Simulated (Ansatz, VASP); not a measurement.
One calculation of KCl, two programs

Contents of INCAR:

```
SYSTEM = KCl
PREC = Accurate ; ENCUT = 520
EDIFF = 1E-7 ; ISMEAR = -1
SIGMA = 0.01 ; LREAL = .FALSE.
LASPH = .TRUE. ; NELM = 60
ALGO = Normal ; ISIF = 2
LWAVE = .FALSE. ; LCHARG = .FALSE.
GGA = PS ; NBANDS = 15
```

KPOINTS

```
regular mesh
0
G
  7 7 7
  0 0 0
```

The input POSCAR:

```
KCl
1.0
    3.6218460631      0.0000000000      0.0000000000
    0.0000000000      3.6218460631      0.0000000000
    0.0000000000      0.0000000000      3.6218460631
K Cl
1 1
Direct
    0.0000000000      0.0000000000      0.0000000000
    0.5000000000      0.5000000000      0.5000000000
```

Input for Ansatz:

```yaml
crystal:
  lattice:
    - [3.6218460631, 0.0, 0.0]
    - [0.0, 3.6218460631, 0.0]
    - [0.0, 0.0, 3.6218460631]
  atoms:
    - { symbol: K, position: [0.0, 0.0, 0.0] }
    - { symbol: Cl, position: [0.5, 0.5, 0.5] }
kpoints:
  mp_grid: { grid: [7, 7, 7] }
  band_path:
    path:
      - [0.0, 0.0, 0.0]
      - [0.0, 0.5, 0.0]
      - [0.5, 0.5, 0.0]
      - [0.0, 0.0, 0.0]
      - [0.5, 0.5, 0.5]
      - [0.0, 0.5, 0.0]
      - [0.5, 0.5, 0.5]
      - [0.5, 0.5, 0.0]
    npoints: 5
scf:
  occupations: { method: fermi_dirac, width: 0.01 }
hamiltonian:
  xc: pbesol
  pseudopotentials: { kind: all_electron, lapw: { basis_error: 0.001 } }
output:
  forces: true
  stress: true
  eigenvalues: true
```

Change from the starting cell: volume scaled by 0.99.

Alike in both runs: task single point; functional PBEsol; k mesh 7 × 7 × 7; occupations fermi-dirac, width 0.01 eV; no spin polarisation.

|  | VASP | Ansatz |
| --- | --- | --- |
| version | VASP 6.6.1 | Ansatz 0.2.0 |
| potentials or method | VASP PAW PBE potentials, release 64 (K_sv, Cl) | all-electron LAPW, scalar-relativistic |
| plane-wave cutoff (eV) | 520 | see its input |

VASP gave:

| Property | Result |
| --- | --- |
| gap on the k mesh at the Fermi level (eV) | 5.45 |
| pressure (GPa) | 2.7 |

**Question.** Estimate Ansatz's values.

**Answer.** gap on the k mesh at the Fermi level (eV): 5.46; pressure (GPa): 2.6.

Ansatz ran all-electron here, so the differences hold the error of VASP's frozen core and of both bases.

Caveats: the PAW data sets were made with another functional, which shifts forces and pressure a little (VASP); an odd mesh through Γ misses points on the zone boundary, where band edges often lie.
